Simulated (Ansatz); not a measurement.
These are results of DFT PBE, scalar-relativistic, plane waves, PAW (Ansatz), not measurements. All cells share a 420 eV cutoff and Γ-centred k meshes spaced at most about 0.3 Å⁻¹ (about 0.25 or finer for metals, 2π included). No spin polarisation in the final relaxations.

These are static total energies at zero pressure.

Compare these two cells of MgSi2N2, each relaxed at this level.

A.

Space group Immm (No. 71). a = 2.637 Å, b = 5.704 Å, c = 8.592 Å, α = 90.00°, β = 90.00°, γ = 90.00°
```tsv
atom	site	symmetry	x	y	z
Mg	2a	mmm	0.0000	0.0000	0.0000
Si	4j	mm2	0.0000	0.5000	0.1345
N	4h	m2m	0.5000	0.7040	0.0000
```

B.

Space group I4/mmm (No. 139). a = 3.479 Å, b = 3.479 Å, c = 12.141 Å, α = 90.00°, β = 90.00°, γ = 90.00°
```json
{"atom": "Mg", "site": "2a", "symmetry": "4/mmm", "x": "0.0000", "y": "0.0000", "z": "0.0000"}
{"atom": "Si", "site": "4e", "symmetry": "4mm", "x": "0.0000", "y": "0.0000", "z": "0.3081"}
{"atom": "N", "site": "4d", "symmetry": "-4m2", "x": "0.0000", "y": "0.5000", "z": "0.2500"}
```

Problem. Which is lower in energy, and by how much?

Solution. B is lower, by 211 meV/atom. A has space group Immm (No. 71), 12.9 Å³/atom and a gap of 0.05 eV on its mesh; B has space group I4/mmm (No. 139), 14.7 Å³/atom and no gap. The shortest distance is 2.10 Å (Si–N) in A and 1.88 Å (Si–N) in B. A holds Si–Si pairs (shortest 2.31 Å); in B the shortest Si–Si distance is 2.84 Å, near bonding range too. Even the lower one lies +0.08 eV/atom against the reference forms of the elements (uncorrected), a margin that errors in the energy of the gaseous reference can exceed. In A, around Mg lie 4 N at 2.14 Å; Si is surrounded by 4 N at 2.10 Å, 1 Si at 2.31 Å and 2 Si at 2.64 Å; N has 4 Si at 2.10 Å, 2 Mg at 2.14 Å, 1 N at 2.33 Å and 2 N at 2.64 Å. In B, around Mg lie 8 Si at 3.39 Å, 4 Mg at 3.48 Å, 8 N at 3.50 Å and 2 Si at 3.74 Å; Si is surrounded by 4 N at 1.88 Å, 4 Si at 2.84 Å, 4 Mg at 3.39 Å, 4 Si at 3.48 Å and 1 Mg at 3.74 Å; around N lie 4 Si at 1.88 Å, 4 N at 2.46 Å, 4 N at 3.48 Å and 4 Mg at 3.50 Å. Both come from invented guesses. A third cell relaxed alike, in Cmmm, lies 0.51 eV/atom below the lower of the two.

No dispersion correction is applied, so the spacing and binding between layers, chains or molecules are poorly described (Immm), and this can change margins and order among such cells. Cells relaxed within their symmetry can be saddle points.

The preference for B probably comes from its Si–N bonding. At 1.88 Å these contacts are still stretched compared with those in ordinary silicon nitrides, but they are much stronger than the 2.10 Å contacts in A. This gain outweighs two apparent advantages of A: Mg–N distances of normal length and a Si–Si distance typical of a single bond. B pays for it at the Mg site, where the nearest N lies at 3.50 Å, far too distant for normal ionic bonding.

Charge balance with Mg(II) and nitride leaves silicon at an average of Si(II), so electrons remain for Si–Si bonds or lone pairs. Neither cell accommodates them well while also giving both Mg and Si good contacts to N. The much lower Cmmm cell confirms that the A–B order ranks two unfavourable arrangements and does not identify the ground state. Nor does comparison with the elements test decomposition into MgSiN2 and silicon, a natural competitor because it restores Si(IV) in the nitride.
